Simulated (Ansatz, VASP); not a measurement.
One calculation of HfC, two programs

```
CELL_PARAMETERS angstrom
0.00000 2.32500 2.41800
2.32500 0.00000 2.41800
2.32500 2.32500 0.00000
ATOMIC_POSITIONS crystal
Hf 0.50000 0.50000 0.50000
C 0.00000 0.00000 0.00000
```

Alike in both runs: functional PBE; k mesh 8 × 8 × 8; occupations fermi-dirac, width 0.05 eV; no spin polarisation.

|  | VASP | Ansatz |
| --- | --- | --- |
| version | VASP 6.6.1 | Ansatz 0.2.0 |
| potentials or method | VASP PAW PBE potentials, release 64 (Hf_pv, C) | Ansatz PAW |
| plane-wave cutoff (eV) | 520 | 420 |
| valence electrons in the cell | 14 | 30 |
| task | single point | band structure |

VASP gave:

```
gap on the k mesh at the Fermi level (eV)       : none
pressure (GPa)                                  : -8.4
largest component of the traceless stress (GPa) : 8.08
```

Problem. What did Ansatz give for the same quantities?

Solution. gap on the k mesh at the Fermi level (eV): none; pressure (GPa): -7.7; largest component of the traceless stress (GPa): 8.01.

A gap of «none» marks a metal or a gap that the smearing closes. The two sets of potentials don't hold the same shells in valence.

Caveats: spin-orbit coupling is left out, which moves the levels of the heavy elements (Ansatz). The runs have no spin-orbit coupling, so splittings on Hf are missing.
